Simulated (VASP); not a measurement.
# La (P6_3/mmc) in VASP: notebook

One crystal, La, is run at these levels: PBE; tasks: single point, relaxation of cell and atoms.

Everything below comes from runs of VASP 6.6.1. Logs are shortened: lines on timing, memory, paths and dates and some standing lists are left out, and cuts for length are marked.

## 1. Starting point

It takes space group P6_3/mmc (No. 194, hexagonal). Conventional cell: a = 3.751 Å, b = 3.751 Å, c = 6.127 Å, α = 90.00°, β = 90.00°, γ = 120.00°. Around La (site symmetry -6m2) lie 12 La at 3.75 Å.

The cell was built by a generator and needn't be a form met in nature.

## 2. Single point, PBE

File INCAR:

```
ALGO = Fast
EDIFF = 1E-6
ENCUT = 520
GGA = PE
ISIF = 2
ISMEAR = 0
LASPH = T
LCHARG = F
LREAL = F
LWAVE = F
NBANDS = 18
NELM = 100
PREC = Accurate
SIGMA = 0.05
```

File KPOINTS:

```
k-points
0
Gamma
  6 6 4
```

File POSCAR:

```
La
1.0
    3.7509925602      0.0000000000      0.0000000000
   -1.8754962801      3.2484548466      0.0000000000
    0.0000000000      0.0000000000      6.1266211817
La
2
Direct
    0.3333333333      0.6666666667      0.7500000000
    0.6666666667      0.3333333333      0.2500000000
```

Potentials or basis: VASP PAW PBE potentials, release 64 (La).

On the command line:

```sh
$ cat potpaw_PBE.64/La/POTCAR > POTCAR
$ mpirun -np 1 vasp_std > vasp.out
```

OUTCAR:

```text
EDIFF = 1E-6
   ENCUT = 520
   GGA = PE
   ISIF = 2
   ISMEAR = 0
   LASPH = T
   LREAL = F
   NELM = 100
   PREC = Accurate

 ion  position               nearest neighbor table
   1  0.333  0.667  0.750-
   2  0.667  0.333  0.250-

  LATTYP: Found a hexagonal cell.
 ALAT       =     3.7509925602
 C/A-ratio  =     1.6333333333

  Lattice vectors:

 A1 = (   3.7509925602,   0.0000000000,   0.0000000000)
 A2 = (  -1.8754962801,   3.2484548466,   0.0000000000)
 A3 = (   0.0000000000,   0.0000000000,   6.1266211817)

Analysis of symmetry for initial positions (statically):
=====================================================================
 Subroutine PRICEL returns:
 Original cell was already a primitive cell.

 Routine SETGRP: Setting up the symmetry group for a
 hexagonal supercell.

 Subroutine GETGRP returns: Found 24 space group operations
 (whereof 12 operations were pure point group operations)
 out of a pool of 24 trial point group operations.

The static configuration has the point symmetry D_3d.
 The point group associated with its full space group is D_6h.

Analysis of symmetry for dynamics (positions and initial velocities):
=====================================================================
 Subroutine PRICEL returns:
 Original cell was already a primitive cell.

 Routine SETGRP: Setting up the symmetry group for a
 hexagonal supercell.

 Subroutine GETGRP returns: Found 24 space group operations
 (whereof 12 operations were pure point group operations)
 out of a pool of 24 trial point group operations.

The dynamic configuration has the point symmetry D_3d.
 The point group associated with its full space group is D_6h.

 Subroutine INISYM returns: Found 24 space group operations
 (whereof 12 operations are pure point group operations),
 and found     1 'primitive' translations

----------------------------------------------------------------------------------------

                                     Primitive cell

  volume of cell :      74.6525

  direct lattice vectors                    reciprocal lattice vectors
     3.750992560  0.000000000  0.000000000     0.266596103  0.153919332  0.000000000
    -1.875496280  3.248454847  0.000000000     0.000000000  0.307838664  0.000000000
     0.000000000  0.000000000  6.126621182     0.000000000  0.000000000  0.163222104

  length of vectors
     3.750992560  3.750992560  6.126621182     0.307838664  0.307838664  0.163222104

  position of ions in fractional coordinates (direct lattice)
     0.333333333  0.666666667  0.750000000
     0.666666667  0.333333333  0.250000000

  ion indices of the primitive-cell ions
   primitive index   ion index
                 1           1
                 2           2

----------------------------------------------------------------------------------------

 KPOINTS: k-points

Automatic generation of k-mesh.
 Grid dimensions read from file:
 generate k-points for:    6    6    4

 Generating k-lattice:

  Cartesian coordinates                     Fractional coordinates (reciprocal lattice)
     0.044432684  0.025653222  0.000000000     0.166666667  0.000000000  0.000000000
     0.000000000  0.051306444  0.000000000     0.000000000  0.166666667  0.000000000
     0.000000000  0.000000000  0.040805526     0.000000000  0.000000000  0.250000000

  Length of vectors
     0.051306444  0.051306444  0.040805526

  Shift w.r.t. Gamma in fractional coordinates (k-lattice)
     0.000000000  0.000000000  0.000000000

 Subroutine IBZKPT returns following result:
 ===========================================

 Found     21 irreducible k-points:

 Following reciprocal coordinates:
            Coordinates               Weight
  0.000000  0.000000  0.000000      1.000000
  0.166667  0.000000  0.000000      6.000000
  0.333333  0.000000  0.000000      6.000000
  0.500000  0.000000  0.000000      3.000000
  0.166667  0.166667  0.000000      6.000000
  0.333333  0.166667  0.000000     12.000000
[... 13 lines left out ...]
  0.333333  0.166667  0.500000     12.000000
  0.333333  0.333333  0.500000      2.000000
   k-points           NKPTS =     21   k-points in BZ     NKDIM =     21   number of bands    NBANDS=     18
   number of dos      NEDOS =    301   number of ions     NIONS =      2
   total plane-waves  NPLWV =  37632
   dimension x,y,z NGX =    28 NGY =   28 NGZ =   48
   dimension x,y,z NGXF=    56 NGYF=   56 NGZF=   96
   ions per type =               2
   NGX,Y,Z   is equivalent  to a cutoff of  12.41, 12.41, 13.02 a.u.
   NGXF,Y,Z  is equivalent  to a cutoff of  24.82, 24.82, 26.05 a.u.
 SYSTEM =  unknown system
   PREC   = accura    normal or accurate (medium, high low for compatibility)
   ISTART =      0    job   : 0-new  1-cont  2-samecut
   ICHARG =      2    charge: 1-file 2-atom 10-const
   ISPIN  =      1    spin polarized calculation?
   LNONCOLLINEAR =      F non collinear calculations
   LSORBIT =      F    spin-orbit coupling
   LASPH  =      T    aspherical Exc in radial PAW
   ENCUT  =  520.0 eV  38.22 Ry    6.18 a.u.   6.97  6.97 11.39*2*pi/ulx,y,z
   NELM   =    100;   NELMIN=  2; NELMDL= -5     # of ELM steps
   EDIFF  = 0.1E-05   stopping-criterion for ELM
   LREAL  =      F    real-space projection
   EDIFFG = 0.1E-04   stopping-criterion for IOM
   NSW    =      0    number of steps for IOM
   IBRION =     -1    ionic relax: 0-MD 1-quasi-New 2-CG
   NFREE  =      0    steps in history (QN), initial steepest desc. (CG)
   ISIF   =      2    stress and relaxation
   ISYM   =      2    0-nonsym 1-usesym 2-fastsym
   POTIM  = 0.5000    time-step for ionic-motion
   TEBEG  =    0.0;   TEEND  =   0.0 temperature during run
   PSTRESS=    0.0 pullay stress
   NELECT =      22.0000    total number of electrons
   NUPDOWN=      -1.0000    fix difference up-down
   EMIN   =  10.00;   EMAX   =-10.00  energy-range for DOS
   EFERMI =   0.00;   METHOD = LEGACY
   ISMEAR =     0;   SIGMA  =   0.05  broadening in eV -4-tet -1-fermi 0-gaus
   EFERMI_NEDOS =   21; number of points for ismear=-14 and -15
   IALGO  =     68    algorithm
   IMIX   =      4    mixing-type and parameters
     AMIX     =   0.40;   BMIX     =  1.00
     AMIX_MAG =   1.60;   BMIX_MAG =  1.00
  volume/ion in A,a.u.               =      37.33       251.89
  Fermi-wavevector in a.u.,A,eV,Ry     =   1.089434  2.058732 16.148307  1.186867
  Thomas-Fermi vector in A             =   2.225637
   LORBIT       =      0    0 simple, 1 ext, 2 COOP (PROOUT), +10 PAW based schemes
   GGA     = PE    functional components
   LHFCALC =     F    Hartree Fock is set to
   AEXX    =    0.0000 exact exchange contribution
   IVDW    =     0    specifies the selected vdW correction
   LEPSILON=     F    determine dielectric tensor
   LRPA    =     F    only Hartree local field effects (RPA)
 non-spin polarized calculation
 RMM-DIIS sequential band-by-band and
 Gauss-broadening in eV      SIGMA  =   0.05
  energy-cutoff  :      520.00
  volume of cell :       74.65
 maximum number of plane-waves:      2022
 NGX is ok and might be reduce to    28
   NGX = 13   NGY = 13   NGZ = 23

 number of electron      21.9999998 magnetization

 Free energy of the ion-electron system (eV)
  ---------------------------------------------------
  ext. energy  EPLUGINS =         0.00000000
  ---------------------------------------------------
  free energy    TOTEN  =        -9.70492844 eV

  energy without entropy =       -9.69949886  energy(sigma->0) =       -9.70221365

 E-fermi :   7.7661     XC(G=0):  -9.5415

 val. band max:        7.7571490516   @ k =   0.3333   0.1667   0.5000
 cond. band min:       7.8245774458   @ k =   0.1667   0.0000   0.5000
 fundamental gap:      0.0674283942
 Fermi energy:         7.7661261493

 k-point     1 :       0.0000    0.0000    0.0000
  band No.  band energies     occupation
      1     -25.0608      2.00000
      2     -24.8693      2.00000
      3      -9.4187      2.00000
      4      -8.2445      2.00000
      5      -8.2445      2.00000
      6      -8.0709      2.00000
[... 10 lines left out ...]
     17       9.5947      0.00000
     18       9.6185      0.00000

 k-point     2 :       0.1667    0.0000    0.0000
  band No.  band energies     occupation
      1     -25.0185      2.00000
      2     -24.8489      2.00000
      3      -9.3073      2.00000
      4      -8.5265      2.00000
      5      -8.3547      2.00000
      6      -8.3293      2.00000
[... 10 lines left out ...]
     17       9.5753      0.00000
     18       9.7374      0.00000

 k-point     3 :       0.3333    0.0000    0.0000
  band No.  band energies     occupation
      1     -24.9257      2.00000
      2     -24.8143      2.00000
      3      -9.0615      2.00000
      4      -9.0313      2.00000
      5      -8.8602      2.00000
      6      -8.4827      2.00000
[... 10 lines left out ...]
     17       9.6555      0.00000
     18       9.6990      0.00000

 k-point     4 :       0.5000    0.0000    0.0000
  band No.  band energies     occupation
      1     -24.8690      2.00000
      2     -24.8062      2.00000
      3      -9.3142      2.00000
      4      -9.0910      2.00000
      5      -8.8210      2.00000
      6      -8.5543      2.00000
[... 312 lines left out ...]
      4      -9.0219      2.00000
      5      -8.4699      2.00000
      6      -8.4699      2.00000
[... 10 lines left out ...]
     17       9.6912      0.00000
     18       9.7098      0.00000

 k-point    20 :       0.3333    0.1667    0.5000
  band No.  band energies     occupation
      1     -24.8377      2.00000
      2     -24.8377      2.00000
      3      -9.2516      2.00000
      4      -9.2516      2.00000
      5      -8.6292      2.00000
      6      -8.6292      2.00000
[... 10 lines left out ...]
     17       9.6862      0.00000
     18       9.7640      0.00000

 k-point    21 :       0.3333    0.3333    0.5000
  band No.  band energies     occupation
      1     -24.8212      2.00000
      2     -24.8212      2.00000
      3      -9.1565      2.00000
      4      -9.1565      2.00000
      5      -8.8970      2.00000
      6      -8.8970      2.00000
[... 10 lines left out ...]
     17       9.5037      0.00000
     18       9.8774      0.00000

------------------------ aborting loop because EDIFF is reached ----------------------------------------

  FORCE on cell =-STRESS in cart. coord.  units (eV):
  Direction    XX          YY          ZZ          XY          YZ          ZX
  --------------------------------------------------------------------------------------
  -------------------------------------------------------------------------------------
  Total        0.1331170      0.1331170      0.1561570      0.0000000      0.0000000      0.0000000
  in kB        2.8569334      2.8569334      3.3514127      0.0000000      0.0000000      0.0000000
  external PRESSURE =       3.0217598 kB  Pullay stress =       0.0000000 kB

 VOLUME and BASIS-vectors are now :
 -----------------------------------------------------------------------------
  energy-cutoff  :      520.00
  volume of cell :       74.65
      direct lattice vectors                 reciprocal lattice vectors
     3.750992560  0.000000000  0.000000000     0.266596103  0.153919332  0.000000000
    -1.875496280  3.248454847  0.000000000     0.000000000  0.307838664  0.000000000
     0.000000000  0.000000000  6.126621182     0.000000000  0.000000000  0.163222104

 POSITION                                       TOTAL-FORCE (eV/Angst)
 -----------------------------------------------------------------------------------
     -0.00000      2.16564      4.59497         0.000000      0.000000      0.000000
      1.87550      1.08282      1.53166         0.000000      0.000000      0.000000
 -----------------------------------------------------------------------------------
    total drift:                               -0.000000      0.000000     -0.000000

  FREE ENERGIE OF THE ION-ELECTRON SYSTEM (eV)
  ---------------------------------------------------
  free  energy   TOTEN  =        -9.7049284398 eV

  energy  without entropy=       -9.6994988643  energy(sigma->0) =       -9.70221365
```

It took 1.7 min on 1 thread of Intel Xeon Platinum 8259CL at 2.50GHz (Skylake/Cascade Lake), shared host; peak memory 0.2 GiB.

What came out:

```
Free energy            : -9.7049 eV
Pressure               : 0.3 GPa
Band gap on the k mesh : none (metal or under the smearing width)
```

The run has no spin-orbit coupling, so splittings on La are missing.

## 3. Relaxation of cell and atoms, PBE

File INCAR:

```
SYSTEM = La
PREC = Accurate ; ENCUT = 600
EDIFF = 1E-6 ; ISMEAR = 0
SIGMA = 0.05 ; LREAL = .False.
LASPH = .True. ; NELM = 100
ALGO = Normal ; ISIF = 3
LWAVE = .False. ; LCHARG = .False.
GGA = PE ; IBRION = 2
NSW = 80 ; EDIFFG = -0.03
```

File KPOINTS:

```
Automatic mesh
0
Gamma
  6 6 4
  0 0 0
```

POSCAR is that of step 2.

Potentials or basis: VASP PAW PBE potentials, release 64 (La).

On the command line:

```sh
$ cat potpaw_PBE.64/La/POTCAR > POTCAR
$ mpirun -np 1 vasp_std > vasp.out
```

Wall time 79 s (1 thread of Intel Xeon Platinum 8259CL at 2.50GHz (Skylake/Cascade Lake), shared host); peak memory 0.21 GiB.

Results (log left out):

| Quantity | Value |
| --- | --- |
| Free energy | -9.7073 eV |
| Relaxed volume | 37.72 Å³/atom |
| Relaxed cell | a = 3.764 Å, b = 3.764 Å, c = 6.150 Å, α = 90.00°, β = 90.00°, γ = 120.00° |
| Space group after relaxing (to 0.05 Å) | P6_3/mmc (No. 194) |
| Energy gained by relaxing | 0.4 meV/atom |
| Ionic steps | 2 |
| Pressure after relaxing | 0.0 GPa |
| Band gap on the k mesh | none (metal or under the smearing width) |

The path:
```csv
step,energy change (eV),largest force (eV/Å),pressure (GPa),volume (Å³)
1,0.0000,0.0000,0.31,74.65
2,-0.0008,0.0000,0.02,75.44
```

Final structure:
```cif
data_structure
_symmetry_space_group_name_H-M 'P 1'
_symmetry_Int_Tables_number 1
_cell_length_a 3.7635
_cell_length_b 3.7635
_cell_length_c 6.1505
_cell_angle_alpha 90.000
_cell_angle_beta 90.000
_cell_angle_gamma 120.000
_cell_volume 75.44
loop_
_atom_site_label
_atom_site_type_symbol
_atom_site_fract_x
_atom_site_fract_y
_atom_site_fract_z
_atom_site_occupancy
La1 La 0.33333 0.66667 0.75000 1
La2 La 0.66667 0.33333 0.25000 1
```

Levels at points of the mesh, in eV from the Fermi level:
```
           k point  band 8  band 9  band 10  band 11  band 12  band 13  band 14  band 15
(0.00, 0.00, 0.00)  -15.87   -3.14    -1.69     1.11     1.38     1.38     1.56     1.63
(0.50, 0.00, 0.00)  -16.04   -1.51    -1.12    -1.09     1.19     1.27     1.32     1.51
(0.00, 0.00, 0.50)  -15.96   -1.86    -1.86     0.61     0.61     1.44     1.44     1.44
(0.50, 0.00, 0.50)  -16.20   -1.60    -1.60    -0.35    -0.35     1.57     1.57     1.79
```

The run has no spin-orbit coupling, so splittings on La are missing.
